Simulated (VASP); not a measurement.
# PbS, band structure: which settings are enough?

PbS, Fm-3m (no. 225), 2 atoms in the cell. AM05; PAW potentials Pb_d, S (PBE set). VASP 6.6.1.

Wanted: band energies at the path's corners within 0.02 eV; smallest gap over path and mesh within 0.01 eV.

What the run is for: bands; Accuracy asked: standard; Route: KPOINTS_OPT.

Band energies at the path's corners: counted from the valence top.

POSCAR:
```
PbS
1.0
    0.0000000000      2.9657500000      2.9657500000
    2.9657500000      0.0000000000      2.9657500000
    2.9657500000      2.9657500000      0.0000000000
Pb S
1 1
Direct
    0.0000000000      0.0000000000      0.0000000000
    0.5000000000      0.5000000000      0.5000000000
```

The series start from Plane-wave cutoff (eV): 300; k-point mesh: 5 × 5 × 5; k points a path segment: 12; Electronic threshold (eV): 1e-6; Precision mode (PREC): Accurate; Bands in all (NBANDS): 22; Aspherical gradient terms in the spheres (LASPH): yes. Each series keeps the choices made before it, and each single choice may use up half of a tolerance.

## Plane-wave cutoff (eV)

| Plane-wave cutoff (eV) | Band energies at the path's corners, largest deviation (eV) | Smallest gap over path and mesh (eV) | Time (s) |
|---|---|---|---|
| 210 | 0.032 | 0.342 | 16 |
| 260 | 0.013 | 0.337 | 20 |
| 300 | 0.007 | 0.339 | 19 |
| 340 | 0.002 | 0.338 | 36 |
| 420 | 0.001 | 0.337 | 38 |
| 520 (reference) | 0.000 | 0.338 | 61 |

## k-point mesh

| k-point mesh | Band energies at the path's corners, largest deviation (eV) | Smallest gap over path and mesh (eV) | Time (s) |
|---|---|---|---|
| 2 × 2 × 2 | 0.346 | 0.108 | 20 |
| 3 × 3 × 3 | 0.021 | 0.349 | 17 |
| 4 × 4 × 4 | 0.003 | 0.335 | 18 |
| 5 × 5 × 5 | 0.005 | 0.339 | 19 |
| 7 × 7 × 7 | 0.001 | 0.337 | 25 |
| 8 × 8 × 8 (reference) | 0.000 | 0.336 | 25 |

## Electronic threshold (eV)

| Electronic threshold (eV) | Band energies at the path's corners, largest deviation (eV) | Smallest gap over path and mesh (eV) | Time (s) |
|---|---|---|---|
| 0.001 | 0.006 | 0.325 | 9.9 |
| 0.0001 | 0.000 | 0.335 | 10 |
| 1e-5 | 0.000 | 0.335 | 11 |
| 1e-6 | 0.000 | 0.335 | 13 |
| 1e-7 (reference) | 0.000 | 0.336 | 14 |

## Precision mode (PREC)

| Precision mode (PREC) | Band energies at the path's corners, largest deviation (eV) | Smallest gap over path and mesh (eV) | Time (s) |
|---|---|---|---|
| SingleN | 0.001 | 0.334 | 8.7 |
| Normal | 0.000 | 0.335 | 9.3 |
| Accurate (reference) | 0.000 | 0.335 | 10 |

## Bands in all (NBANDS)

| Bands in all (NBANDS) | Band energies at the path's corners, largest deviation (eV) | Smallest gap over path and mesh (eV) | Time (s) |
|---|---|---|---|
| 12 | 0.053 | 0.334 | 5.0 |
| 13 | 0.030 | 0.335 | 5.1 |
| 14 | 0.000 | 0.334 | 5.5 |
| 16 | 0.000 | 0.334 | 6.5 |
| 22 | 0.000 | 0.334 | 8.7 |
| 32 (reference) | 0.000 | 0.334 | 9.6 |

## Aspherical gradient terms in the spheres (LASPH)

| Aspherical gradient terms in the spheres (LASPH) | Band energies at the path's corners, largest deviation (eV) | Smallest gap over path and mesh (eV) | Time (s) |
|---|---|---|---|
| no | 0.000 | 0.334 | 4.2 |
| yes (reference) | 0.000 | 0.334 | 5.5 |

## Question

The rows run from the loosest to the tightest. For each series: choose the loosest value from which every tighter one stays within half of the tolerance.

## Answer

- Plane-wave cutoff (eV): 300
- k-point mesh: 4 × 4 × 4
- Electronic threshold (eV): 0.0001
- Precision mode (PREC): SingleN
- Bands in all (NBANDS): 14
- Aspherical gradient terms in the spheres (LASPH): no

Also changed on the way, by series that aren't shown: k points a path segment: 5.

## All choices together

| Input | Band energies at the path's corners, largest deviation (eV) | Smallest gap over path and mesh (eV) | Time (s) |
|---|---|---|---|
| the program's defaults (naive) | 0.008 | 0.332 | 14 |
| chosen settings | 0.004 | 0.334 | 4.2 |
| reference settings throughout | 0.000 | 0.335 | 239 |

The tolerance is met.

## The input

INCAR:
```
SYSTEM = PbS
GGA = AM
ISMEAR = 0
SIGMA = 0.03
LWAVE = .False.
LCHARG = .False.
NBANDS = 14
PREC = SingleN
LASPH = .False.
LREAL = .False.
ALGO = Normal
EDIFF = 1E-4
NELM = 120
GGA_COMPAT = .False.
ENCUT = 300
EFERMI = MIDGAP
```

KPOINTS:
```
Automatic mesh
0
Gamma
  4 4 4
  0 0 0
```

KPOINTS_OPT:
```
path GXWKGLUWLK,UX
5
line-mode
reciprocal
 0.0000000000  0.0000000000  0.0000000000  G
 0.5000000000  0.0000000000  0.5000000000  X

 0.5000000000  0.0000000000  0.5000000000  X
 0.5000000000  0.2500000000  0.7500000000  W

 0.5000000000  0.2500000000  0.7500000000  W
 0.3750000000  0.3750000000  0.7500000000  K

 0.3750000000  0.3750000000  0.7500000000  K
 0.0000000000  0.0000000000  0.0000000000  G

 0.0000000000  0.0000000000  0.0000000000  G
 0.5000000000  0.5000000000  0.5000000000  L

 0.5000000000  0.5000000000  0.5000000000  L
 0.6250000000  0.2500000000  0.6250000000  U

 0.6250000000  0.2500000000  0.6250000000  U
 0.5000000000  0.2500000000  0.7500000000  W

 0.5000000000  0.2500000000  0.7500000000  W
 0.5000000000  0.5000000000  0.5000000000  L

 0.5000000000  0.5000000000  0.5000000000  L
 0.3750000000  0.3750000000  0.7500000000  K

 0.6250000000  0.2500000000  0.6250000000  U
 0.5000000000  0.0000000000  0.5000000000  X
```

Commands:
```
cat potpaw_PBE.64/Pb_d/POTCAR potpaw_PBE.64/S/POTCAR > POTCAR
mpirun -np 1 vasp_std > vasp.out
```

The naive input happens to agree within the tolerance here, in 14 s.

Limits: AM05 gaps are mostly well below measured ones; spin-orbit coupling is off, though it shifts bands of the heavy elements by a tenth of an eV or more.

The chosen input took VASP 6.6.1 4.2 s on 1 core (Intel Xeon Platinum 8488C (Sapphire Rapids)), a shared host.

## An input that fails: fixed density asked without a density file

VASP's message: ERROR: charge density could not be read from file CHGCAR for ICHARG>10.

Changes against the starting input:
```
- NELM = 120
+ NELM = 91
+ ICHARG = 11
```
